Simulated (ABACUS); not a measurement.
Crystal: Li.

```xyz
1
Lattice="0.0000 2.2020 2.2020 2.2020 0.0000 2.2020 2.2020 2.2020 0.0000" Properties=species:S:1:pos:R:3 pbc="T T T"
Li    0.0000    0.0000    0.0000
```

This isn't the form of Li at room conditions, which is bcc.

| Property | Result |
| --- | --- |
| Program | ABACUS 3.10.1 |
| Task | single point |
| Functional | PBE |
| Potentials or basis | PseudoDojo NC SR 0.4.1 PBE standard |
| Cutoff | 1361 eV |
| Density cutoff | 5442 eV |
| Basis | DZP LCAO (the cutoffs set its grid) |
| k mesh | 10 × 10 × 10 |
| Occupations | fermi-dirac, width 0.05 eV |
| Spin | no spin polarisation |

On this cell: pressure -0.6 GPa; band gap on the k mesh none (metal or under the smearing width).

The same run follows on a disturbed copy (cell strained at random at fixed volume):

```
Li
1.0
    -0.02939    2.18954    2.16794
     2.24417   -0.07957    2.21812
     2.15233    2.14788    0.01227
Li
1
Direct
  0.99760 0.00530 0.00297
```

What does the disturbed cell give?

The energy (extrapolated to zero smearing) moves by +3.3 meV/atom; pressure -0.7 GPa; band gap on the k mesh none (metal or under the smearing width).

Stress tensor (GPa, compression positive):
```
-0.64  0.64 -0.32
 0.64 -0.65  0.25
-0.32  0.25 -0.71
```

Caveats: the atomic orbitals were generated for these runs and aren't a published set; the basis of atomic orbitals isn't converged, which shifts pressures, moduli and gaps.
